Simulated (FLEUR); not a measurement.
# Ta (Im-3m) in FLEUR: further runs

Runs on Ta. Level: r2SCAN. Tasks: band structure, equation of state.

Program: FLEUR MaX-R8.1 (later development tree). These are calculated values, not measurements. Logs are shortened: lines on timing, memory, paths and dates and some standing lists are left out, and cuts for length are marked.

**Measured values to compare with.**

“Refinement of the equation of state of tantalum”, 2004, arxiv:cond-mat/0403080 quotes, for a bulk crystal of Ta: bulk modulus 194 GPa.

The runs below are set against these values where they give the same quantity.

## Step 1: The crystal as given

The structure is cubic, space group Im-3m (No. 229). Conventional cell: a = 3.303 Å, b = 3.303 Å, c = 3.303 Å, α = 90.00°, β = 90.00°, γ = 90.00°. Ta (site symmetry m-3m) is surrounded by 8 Ta at 2.86 Å.

## Step 2: Band structure, r2SCAN

The input, inp.xml:

```xml
<?xml version="1.0" encoding="UTF-8" standalone="no"?>
<fleurInput fleurInputVersion="0.39">
   <comment>
      Ta                                                                                                  
   </comment>
   <calculationSetup>
      <cutoffs Kmax="4.1" Gmax="12.7" GmaxXC="12.7" numbands="0"/>
      <scfLoop itmax="60" minDistance="0.00001" maxIterBroyd="15" imix="Anderson" alpha="0.05" precondParam="0.0" spinf="2.0" sdNocoIR="T"/>
      <coreElectrons ctail="F" frcor="F" kcrel="0" coretail_lmax="0"/>
      <xcFunctional name="LibXC" relativisticCorrections="F">
         <LibXCName exchange="mgga_x_r2scan" correlation="mgga_c_r2scan"/>
         <AuxGGA exchange="117" correlation="130"/>
      </xcFunctional>
      <magnetism jspins="1"/>
      <soc l_soc="F" theta="0.0" phi="0.0" spav="F"/>
      <expertModes spex="0" secvar="F"/>
      <geometryOptimization l_f="F" forcealpha="1.0" forcemix="BFGS" epsdisp="0.00001" epsforce="0.00001"/>
      <ldaU l_linMix="F" mixParam="0.05" spinf="1.0"/>
   </calculationSetup>
   <cell>
      <bzIntegration valenceElectrons="27.0" mode="hist" fermiSmearingEnergy="0.00183747">
         <kPointListSelection listName="default-1"/>
         <!-- k-points included here -->
         <xi:include xmlns:xi="http://www.w3.org/2001/XInclude" href="kpts.xml"> </xi:include>
      </bzIntegration>
      <!-- symmetry operations included here -->
      <xi:include xmlns:xi="http://www.w3.org/2001/XInclude" href="sym.xml"> </xi:include>
      <bulkLattice scale="1.0">
         <bravaisMatrix>
            <row-1>   -3.1204669550294879     3.1204669550294879     3.1204669550294879</row-1>
            <row-2>    3.1204669550294879    -3.1204669550294879     3.1204669550294879</row-2>
            <row-3>    3.1204669550294879     3.1204669550294879    -3.1204669550294879</row-3>
         </bravaisMatrix>
      </bulkLattice>
   </cell>
   <atomSpecies>
      <species name="Tantalum (Ta)" element="Ta" atomicNumber="73">
         <mtSphere radius="2.5" gridPoints="827" logIncrement="0.016"/>
         <atomicCutoffs lmax="10" lnonsphr="8"/>
         <electronConfig flipSpins="F">
            <coreConfig>(1s1/2) (2s1/2) (2p1/2) (2p3/2) (3s1/2) (3p1/2) (3p3/2) (4s1/2) (3d3/2) (3d5/2) (4p1/2) (4p3/2) (4d3/2) (4d5/2)</coreConfig>
            <valenceConfig>(5s1/2) (5p1/2) (5p3/2) (6s1/2) (4f5/2) (4f7/2) (5d3/2) (5d5/2)</valenceConfig>
            <stateOccupation state="(5d3/2)" spinUp="0.600000" spinDown="0.600000"/>
            <stateOccupation state="(5d5/2)" spinUp="0.900000" spinDown="0.900000"/>
         </electronConfig>
         <energyParameters s="6" p="6" d="5" f="4"/>
         <lo type="SCLO" l="0" n="5" eDeriv="0"/>
         <lo type="SCLO" l="1" n="5" eDeriv="0"/>
         <lo type="SCLO" l="2" n="5" eDeriv="2"/>
         <lo type="SCLO" l="3" n="4" eDeriv="2"/>
      </species>
   </atomSpecies>
   <atomGroups>
      <atomGroup species="Tantalum (Ta)">
         <relPos label="                   1">.0000000000 .0000000000 .0000000000</relPos>
         <force calculate="T" relaxXYZ="TTT"/>
      </atomGroup>
   </atomGroups>
   <output dos="F" band="F" slice="F">
      <checks vchk="F" cdinf="F"/>
      <bandDOS minEnergy="-.5*Htr" maxEnergy="0.5*Htr" sigma="0.015" storeEVData="T"/>
      <vacuumDOS vacdos="F" integ="F" star="F" nstars="0" locx1="0.0" locy1="0.0" locx2="0.0" locy2="0.0" nstm="0" tworkf="0.0"/>
      <unfoldingBand unfoldBand="F" supercellX="1" supercellY="1" supercellZ="1"/>
      <plotting iplot="0" polar="F">
         <plot TwoD="T" vec1="  1.0  0.0  0.0" vec2="  0.0  1.0  0.0" vec3="  0.0  0.0  1.0" zero="  0.0  0.0  0.0" file="plot"/>
      </plotting>
      <chargeDensitySlicing numkpt="0" minEigenval="0.0" maxEigenval="0.0" nnne="0" pallst="F"/>
      <specialOutput eonly="F"/>
      <moessbauerParams electricFieldGradient="T" isomerShift="T" coreHyperfine="T" valenceHyperfine="T"/>
      <magneticCircularDichroism mcd="F" energyLo="-10.0" energyUp="0.0"/>
   </output>
  <!-- We include the file relax.xml here to enable relaxations (see documentation) -->
  <xi:include xmlns:xi="http://www.w3.org/2001/XInclude" href="relax.xml"> <xi:fallback/> </xi:include>
</fleurInput>
```

The input, crystal.txt:

```
Ta
&input cartesian=F /
-1.6512800000  1.6512800000  1.6512800000
1.6512800000  -1.6512800000  1.6512800000
1.6512800000  1.6512800000  -1.6512800000
1.8897261246
1.0 1.0 1.0

1
73 0.0000000000  0.0000000000  0.0000000000

&kpt div1=11 div2=11 div3=11 gamma=T /
```

The input, inp.xml (bands):

```
<?xml version="1.0" encoding="UTF-8" standalone="no"?>
<fleurInput fleurInputVersion="0.39">
   <comment>
      Ta                                                                                                  
   </comment>
   <calculationSetup>
      <cutoffs Kmax="4.1" Gmax="12.7" GmaxXC="12.7" numbands="0"/>
      <scfLoop itmax="60" minDistance="0.00001" maxIterBroyd="15" imix="Anderson" alpha="0.05" precondParam="0.0" spinf="2.0" sdNocoIR="T"/>
      <coreElectrons ctail="F" frcor="F" kcrel="0" coretail_lmax="0"/>
      <xcFunctional name="LibXC" relativisticCorrections="F">
         <LibXCName exchange="mgga_x_r2scan" correlation="mgga_c_r2scan"/>
         <AuxGGA exchange="117" correlation="130"/>
      </xcFunctional>
      <magnetism jspins="1"/>
      <soc l_soc="F" theta="0.0" phi="0.0" spav="F"/>
      <expertModes spex="0" secvar="F"/>
      <geometryOptimization l_f="F" forcealpha="1.0" forcemix="BFGS" epsdisp="0.00001" epsforce="0.00001"/>
      <ldaU l_linMix="F" mixParam="0.05" spinf="1.0"/>
   </calculationSetup>
   <cell>
      <bzIntegration valenceElectrons="27.0" mode="hist" fermiSmearingEnergy="0.00183747">
         <kPointListSelection listName="path-1"/>
         <!-- k-points included here -->
         <xi:include xmlns:xi="http://www.w3.org/2001/XInclude" href="kpts.xml"> </xi:include>
      </bzIntegration>
      <!-- symmetry operations included here -->
      <xi:include xmlns:xi="http://www.w3.org/2001/XInclude" href="sym.xml"> </xi:include>
      <bulkLattice scale="1.0">
         <bravaisMatrix>
            <row-1>   -3.1204669550294879     3.1204669550294879     3.1204669550294879</row-1>
            <row-2>    3.1204669550294879    -3.1204669550294879     3.1204669550294879</row-2>
            <row-3>    3.1204669550294879     3.1204669550294879    -3.1204669550294879</row-3>
         </bravaisMatrix>
      </bulkLattice>
   </cell>
   <atomSpecies>
      <species name="Tantalum (Ta)" element="Ta" atomicNumber="73">
         <mtSphere radius="2.5" gridPoints="827" logIncrement="0.016"/>
         <atomicCutoffs lmax="10" lnonsphr="8"/>
         <electronConfig flipSpins="F">
            <coreConfig>(1s1/2) (2s1/2) (2p1/2) (2p3/2) (3s1/2) (3p1/2) (3p3/2) (4s1/2) (3d3/2) (3d5/2) (4p1/2) (4p3/2) (4d3/2) (4d5/2)</coreConfig>
            <valenceConfig>(5s1/2) (5p1/2) (5p3/2) (6s1/2) (4f5/2) (4f7/2) (5d3/2) (5d5/2)</valenceConfig>
            <stateOccupation state="(5d3/2)" spinUp="0.600000" spinDown="0.600000"/>
            <stateOccupation state="(5d5/2)" spinUp="0.900000" spinDown="0.900000"/>
         </electronConfig>
         <energyParameters s="6" p="6" d="5" f="4"/>
         <lo type="SCLO" l="0" n="5" eDeriv="0"/>
         <lo type="SCLO" l="1" n="5" eDeriv="0"/>
         <lo type="SCLO" l="2" n="5" eDeriv="2"/>
         <lo type="SCLO" l="3" n="4" eDeriv="2"/>
      </species>
   </atomSpecies>
   <atomGroups>
      <atomGroup species="Tantalum (Ta)">
         <relPos label="                   1">.0000000000 .0000000000 .0000000000</relPos>
         <force calculate="T" relaxXYZ="TTT"/>
      </atomGroup>
   </atomGroups>
   <output dos="F" band="T" slice="F">
      <checks vchk="F" cdinf="F"/>
      <bandDOS minEnergy="-.5*Htr" maxEnergy="0.5*Htr" sigma="0.015" storeEVData="T"/>
      <vacuumDOS vacdos="F" integ="F" star="F" nstars="0" locx1="0.0" locy1="0.0" locx2="0.0" locy2="0.0" nstm="0" tworkf="0.0"/>
      <unfoldingBand unfoldBand="F" supercellX="1" supercellY="1" supercellZ="1"/>
      <plotting iplot="0" polar="F">
         <plot TwoD="T" vec1="  1.0  0.0  0.0" vec2="  0.0  1.0  0.0" vec3="  0.0  0.0  1.0" zero="  0.0  0.0  0.0" file="plot"/>
      </plotting>
      <chargeDensitySlicing numkpt="0" minEigenval="0.0" maxEigenval="0.0" nnne="0" pallst="F"/>
      <specialOutput eonly="F"/>
      <moessbauerParams electricFieldGradient="T" isomerShift="T" coreHyperfine="T" valenceHyperfine="T"/>
      <magneticCircularDichroism mcd="F" energyLo="-10.0" energyUp="0.0"/>
   </output>
  <!-- We include the file relax.xml here to enable relaxations (see documentation) -->
  <xi:include xmlns:xi="http://www.w3.org/2001/XInclude" href="relax.xml"> <xi:fallback/> </xi:include>
</fleurInput>
```

Potentials or basis: all-electron, FLAPW.

Started as:

```console
$ inpgen -f crystal.txt -profile fastHighL
$ # inp.xml edited to the form shown
$ fleur_MPI
$ fleur_MPI   # second run, on inp.xml (bands)
```

Output:

```text
Welcome to FLEUR        (www.flapw.de)
      MaX-Release 8.1          (www.max-centre.eu)
 func_ids         498         497         498         497
 MetaGGA potential functional detected - V_tau will be computed
 Auxiliary Potential for radial basis: exchange=         117  correlation=         130
The functional 'Re-regularized SCAN exchange by Furness et al' is an exchange functional, it belongs to the 'MGGA' family and is defined in the reference(s):
[1] J. W. Furness, A. D. Kaplan, J. Ning, J. P. Perdew, and J. Sun.,  J. Phys. Chem. Lett. 11, 8208-8215 (2020)
[2] J. W. Furness, A. D. Kaplan, J. Ning, J. P. Perdew, and J. Sun.,  J. Phys. Chem. Lett. 11, 9248-9248 (2020)
The functional 'Re-regularized SCAN correlation by Furness et al' is a correlation functional, it belongs to the 'MGGA' family and is defined in the reference(s):
[1] J. W. Furness, A. D. Kaplan, J. Ning, J. P. Perdew, and J. Sun.,  J. Phys. Chem. Lett. 11, 8208-8215 (2020)
[2] J. W. Furness, A. D. Kaplan, J. Ning, J. P. Perdew, and J. Sun.,  J. Phys. Chem. Lett. 11, 9248-9248 (2020)
 Using same functional for VXC and EXC

 ========== k-point set info ==========
 Selected k-point list: default-1
 k-point list type: mesh
 11 x 11 x 11
 Number of k points: 56

 ------------Calculation Setup---------------------------
 Number of MPI-tasks      :            1
 Number of PE/node        :            1
 Number of OMP-threads    :            1
 Most efficient MPI parallelization for:
           1           2           4           7           8          14          28          56
 Additional eigenvalue parallelization possible
 Number of basis functions:          176
 Approximate size of matrices (H+S) per k-point:         0.000 GB
 --------------------------------------------------------
The functional 'Hammer, Hansen, and Norskov' is an exchange functional, it belongs to the 'GGA' family and is defined in the reference(s):
[1] B. Hammer, L. B. Hansen, and J. K. Nørskov.,  Phys. Rev. B 59, 7413 (1999)
The functional 'Perdew, Burke & Ernzerhof' is a correlation functional, it belongs to the 'GGA' family and is defined in the reference(s):
[1] J. P. Perdew, K. Burke, and M. Ernzerhof.,  Phys. Rev. Lett. 77, 3865 (1996)
[2] J. P. Perdew, K. Burke, and M. Ernzerhof.,  Phys. Rev. Lett. 78, 1396 (1997)
 Using same functional for VXC and EXC
 Using auxiliary GGA potential for the first iteration of MetaGGA calculation.
 Reset of history
 Reset of history
 Iteration:     1   Distance:      53.81533648 me/bohr^3
The functional 'Hammer, Hansen, and Norskov' is an exchange functional, it belongs to the 'GGA' family and is defined in the reference(s):
[1] B. Hammer, L. B. Hansen, and J. K. Nørskov.,  Phys. Rev. B 59, 7413 (1999)
The functional 'Perdew, Burke & Ernzerhof' is a correlation functional, it belongs to the 'GGA' family and is defined in the reference(s):
[1] J. P. Perdew, K. Burke, and M. Ernzerhof.,  Phys. Rev. Lett. 77, 3865 (1996)
[2] J. P. Perdew, K. Burke, and M. Ernzerhof.,  Phys. Rev. Lett. 78, 1396 (1997)
 Using same functional for VXC and EXC
 Iteration:     2   Distance:      50.90980446 me/bohr^3
The functional 'Hammer, Hansen, and Norskov' is an exchange functional, it belongs to the 'GGA' family and is defined in the reference(s):
[1] B. Hammer, L. B. Hansen, and J. K. Nørskov.,  Phys. Rev. B 59, 7413 (1999)
The functional 'Perdew, Burke & Ernzerhof' is a correlation functional, it belongs to the 'GGA' family and is defined in the reference(s):
[1] J. P. Perdew, K. Burke, and M. Ernzerhof.,  Phys. Rev. Lett. 77, 3865 (1996)
[2] J. P. Perdew, K. Burke, and M. Ernzerhof.,  Phys. Rev. Lett. 78, 1396 (1997)
 Using same functional for VXC and EXC
 Iteration:     3   Distance:      48.32747911 me/bohr^3
The functional 'Hammer, Hansen, and Norskov' is an exchange functional, it belongs to the 'GGA' family and is defined in the reference(s):
[1] B. Hammer, L. B. Hansen, and J. K. Nørskov.,  Phys. Rev. B 59, 7413 (1999)
The functional 'Perdew, Burke & Ernzerhof' is a correlation functional, it belongs to the 'GGA' family and is defined in the reference(s):
[1] J. P. Perdew, K. Burke, and M. Ernzerhof.,  Phys. Rev. Lett. 77, 3865 (1996)
[2] J. P. Perdew, K. Burke, and M. Ernzerhof.,  Phys. Rev. Lett. 78, 1396 (1997)
 Using same functional for VXC and EXC
 Iteration:     4   Distance:       5.61556138 me/bohr^3
The functional 'Hammer, Hansen, and Norskov' is an exchange functional, it belongs to the 'GGA' family and is defined in the reference(s):
[1] B. Hammer, L. B. Hansen, and J. K. Nørskov.,  Phys. Rev. B 59, 7413 (1999)
The functional 'Perdew, Burke & Ernzerhof' is a correlation functional, it belongs to the 'GGA' family and is defined in the reference(s):
[1] J. P. Perdew, K. Burke, and M. Ernzerhof.,  Phys. Rev. Lett. 77, 3865 (1996)
[2] J. P. Perdew, K. Burke, and M. Ernzerhof.,  Phys. Rev. Lett. 78, 1396 (1997)
 Using same functional for VXC and EXC
 Iteration:     5   Distance:       1.27376340 me/bohr^3
The functional 'Hammer, Hansen, and Norskov' is an exchange functional, it belongs to the 'GGA' family and is defined in the reference(s):
[... 46 lines left out ...]
 Using same functional for VXC and EXC
 Iteration:    12   Distance:       0.00023408 me/bohr^3
The functional 'Hammer, Hansen, and Norskov' is an exchange functional, it belongs to the 'GGA' family and is defined in the reference(s):
[1] B. Hammer, L. B. Hansen, and J. K. Nørskov.,  Phys. Rev. B 59, 7413 (1999)
The functional 'Perdew, Burke & Ernzerhof' is a correlation functional, it belongs to the 'GGA' family and is defined in the reference(s):
[1] J. P. Perdew, K. Burke, and M. Ernzerhof.,  Phys. Rev. Lett. 77, 3865 (1996)
[2] J. P. Perdew, K. Burke, and M. Ernzerhof.,  Phys. Rev. Lett. 78, 1396 (1997)
 Using same functional for VXC and EXC
 Iteration:    13   Distance:       0.00023427 me/bohr^3
The functional 'Hammer, Hansen, and Norskov' is an exchange functional, it belongs to the 'GGA' family and is defined in the reference(s):
[1] B. Hammer, L. B. Hansen, and J. K. Nørskov.,  Phys. Rev. B 59, 7413 (1999)
The functional 'Perdew, Burke & Ernzerhof' is a correlation functional, it belongs to the 'GGA' family and is defined in the reference(s):
[1] J. P. Perdew, K. Burke, and M. Ernzerhof.,  Phys. Rev. Lett. 77, 3865 (1996)
[2] J. P. Perdew, K. Burke, and M. Ernzerhof.,  Phys. Rev. Lett. 78, 1396 (1997)
 Using same functional for VXC and EXC
 Iteration:    14   Distance:       0.00002287 me/bohr^3
The functional 'Hammer, Hansen, and Norskov' is an exchange functional, it belongs to the 'GGA' family and is defined in the reference(s):
[1] B. Hammer, L. B. Hansen, and J. K. Nørskov.,  Phys. Rev. B 59, 7413 (1999)
The functional 'Perdew, Burke & Ernzerhof' is a correlation functional, it belongs to the 'GGA' family and is defined in the reference(s):
[1] J. P. Perdew, K. Burke, and M. Ernzerhof.,  Phys. Rev. Lett. 77, 3865 (1996)
[2] J. P. Perdew, K. Burke, and M. Ernzerhof.,  Phys. Rev. Lett. 78, 1396 (1997)
 Using same functional for VXC and EXC
 Iteration:    15   Distance:       0.00000457 me/bohr^3

 ********************************************************************
 Run finished successfully
 Stop message:
   all done
 ********************************************************************
```

Wall time 21 s (1 thread of Arm Neoverse V1, shared host); peak memory 0.08 GiB.

What came out:

```yaml
Free_energy: -425173.8962 eV
Band_gap_along_the_path: none (metal or under the smearing width)
Valence_electrons_inside_the_program's_atomic_spheres: Ta 24.86 (radii Ta 2.5 bohr)
```

Levels at the corners of the path, in eV from the Fermi level:
```tsv
point	band 11	band 12	band 13	band 14	band 15	band 16
Γ	-19.25	-8.29	0.87	0.87	0.87	4.35
H	-19.28	-3.92	-3.92	7.14	7.14	7.14
N	-19.28	-4.52	-1.54	1.50	4.23	5.30
Γ	-19.25	-8.29	0.87	0.87	0.87	4.35
P	-19.31	-1.31	-1.31	-1.31	5.48	5.48
H	-19.28	-3.92	-3.92	7.14	7.14	7.14
P	-19.31	-1.31	-1.31	-1.31	5.48	5.48
N	-19.28	-4.52	-1.54	1.50	4.23	5.30
```

Core levels (eV from the Fermi level):
```
atom                                                                                                                                                                                                          levels
1 Ta  1s1/2 -67276.2, 2s1/2 -11546.0, 2p1/2 -11032.0, 2p3/2 -9761.8, 3s1/2 -2640.2, 3p1/2 -2412.2, 3p3/2 -2138.7, 4s1/2 -533.4, 3d3/2 -1754.8, 3d5/2 -1695.3, 4p1/2 -439.5, 4p3/2 -376.6, 4d3/2 -222.5, 4d5/2 -210.9
```

Caveat: the meta-GGA is that of a development version, with a GGA for the radial functions and cores and without core tails; spin-orbit coupling is left out, which moves the levels of the heavy elements.

## Step 3: Equation of state, r2SCAN, 16.93 Å³/atom (volume scaled by 0.94)

Changes to inp.xml since step 2:

```diff
@@ -27,3 +27,3 @@
       <xi:include xmlns:xi="http://www.w3.org/2001/XInclude" href="sym.xml"> </xi:include>
-      <bulkLattice scale="1.0">
+      <bulkLattice scale="0.9795861087">
          <bravaisMatrix>
@@ -37,3 +37,3 @@
       <species name="Tantalum (Ta)" element="Ta" atomicNumber="73">
-         <mtSphere radius="2.5" gridPoints="827" logIncrement="0.016"/>
+         <mtSphere radius="2.45" gridPoints="827" logIncrement="0.016"/>
          <atomicCutoffs lmax="10" lnonsphr="8"/>
```

Potentials or basis: all-electron, FLAPW.

Started as:

```console
$ inpgen -f crystal.txt -profile fastHighL
$ # inp.xml edited to the form shown
$ fleur_MPI
```

Wall time 19 s (1 thread of Arm Neoverse V1, shared host); peak memory 0.08 GiB.

The run converged. Its results:

| Item | Value |
| --- | --- |
| Free energy | -425173.8480 eV |
| Band gap on the k mesh | none (metal or under the smearing width) |
| Valence electrons inside the program's atomic spheres | Ta 24.82 (radii Ta 2.45 bohr) |

Caveat: the meta-GGA is that of a development version, with a GGA for the radial functions and cores and without core tails.

## Step 4: Equation of state, r2SCAN, 17.29 Å³/atom (volume scaled by 0.96)

Changes to inp.xml since step 3:

```diff
@@ -27,3 +27,3 @@
       <xi:include xmlns:xi="http://www.w3.org/2001/XInclude" href="sym.xml"> </xi:include>
-      <bulkLattice scale="0.9795861087">
+      <bulkLattice scale="0.9864848297">
          <bravaisMatrix>
```

Started as:

```console
$ inpgen -f crystal.txt -profile fastHighL
$ # inp.xml edited to the form shown
$ fleur_MPI
```

Wall time 19 s (1 thread of Arm Neoverse V1, shared host); peak memory 0.09 GiB.

It converged, with:

```
Free energy                                           : -425173.8730 eV
Band gap on the k mesh                                : none (metal or under the smearing width)
Valence electrons inside the program's atomic spheres : Ta 24.78 (radii Ta 2.45 bohr)
```

Caveat: the meta-GGA is that of a development version, with a GGA for the radial functions and cores and without core tails.

## Step 5: Equation of state, r2SCAN, 18.01 Å³/atom

Changes to inp.xml since step 4:

```diff
@@ -27,3 +27,3 @@
       <xi:include xmlns:xi="http://www.w3.org/2001/XInclude" href="sym.xml"> </xi:include>
-      <bulkLattice scale="0.9864848297">
+      <bulkLattice scale="1.0000000000">
          <bravaisMatrix>
```

Started as:

```console
$ inpgen -f crystal.txt -profile fastHighL
$ # inp.xml edited to the form shown
$ fleur_MPI
```

Run time: 20 s. Hardware: 1 thread of Arm Neoverse V1, shared host; peak memory 0.09 GiB.

The run converged. Its results:

```
Free energy                                           : -425173.8912 eV
Band gap on the k mesh                                : none (metal or under the smearing width)
Valence electrons inside the program's atomic spheres : Ta 24.70 (radii Ta 2.45 bohr)
```

Caveat: the meta-GGA is that of a development version, with a GGA for the radial functions and cores and without core tails.

(Continued in part 2 of 2.)
